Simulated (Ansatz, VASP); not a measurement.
# One calculation of WSe2, two programs

```xyz
6
Lattice="3.2997 0.0000 0.0000 -1.6498 2.8576 0.0000 0.0000 0.0000 13.1485" Properties=species:S:1:pos:R:3 pbc="T T T"
W     1.6498    0.9525    9.8614
W     0.0000    1.9051    3.2871
Se    0.0000    1.9051   11.5268
Se    1.6498    0.9525    4.9525
Se    0.0000    1.9051    8.1960
Se    1.6498    0.9525    1.6217
```

Alike in both runs: task single point; functional PBEsol; k mesh 6 × 6 × 2; occupations gaussian, width 0.2 eV; no spin polarisation.

```csv
,VASP,Ansatz
version,VASP 6.6.1,Ansatz 0.2.0
potentials or method,"VASP PAW PBE potentials, release 64 (W_sv, Se)",plane waves
plane-wave cutoff (eV),520,420
valence electrons in the cell,52,92
```

```csv
,VASP,Ansatz,Ansatz less VASP
pressure (GPa),-1.1,-1.5,-0.40
largest component of the traceless stress (GPa),1.29,1.20,-0.094
rms of the force components (eV/Å),0.011,0.016,+0.0047
```

Atom by atom the forces differ by 0.028 eV/Å (rms over components). The functional is the same, so the differences come from potentials, cutoffs and numerics. The two sets of potentials don't hold the same shells in valence.

Caveats: the PAW data sets were made with another functional, which shifts forces and pressure a little (VASP); spin-orbit coupling is left out, which moves the levels of the heavy elements; this functional lacks dispersion, which binds the layers, so the pressure and a relaxed spacing across them are unreliable. A k mesh can miss the band edges. PBEsol gaps usually lie below the measured ones, often by a third to a half.
